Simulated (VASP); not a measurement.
The system is PbSe (Clausthalite).

```
Pb Se
1.0
     0.00000    3.06065    3.06065
     3.06065    0.00000    3.06065
     3.06065    3.06065    0.00000
Pb Se
1 1
Direct
  0.00000 0.00000 0.00000
  0.50000 0.50000 0.50000
```

Base run:

* Program: VASP 6.6.1
* Functional: PBE
* Potentials or basis: VASP PAW PBE potentials, release 64 (Pb_d, Se)
* Cutoff: 520 eV
* k mesh: 8 × 8 × 8
* Occupations: gaussian, width 0.011 eV
* Spin: no spin polarisation

Its results: band gap on the k mesh 0.29 eV, direct.

Problem. The run is repeated on the same cell with these changes: functional from PBE to RPBE; occupations from gaussian, width 0.011 eV to fermi-dirac, width 0.05 eV. What comes out?

Solution. Band gap on the k mesh 0.38 eV, direct.

Caveats: spin-orbit coupling is left out, which as a rule narrows the gap of such compounds by several tenths of an eV.
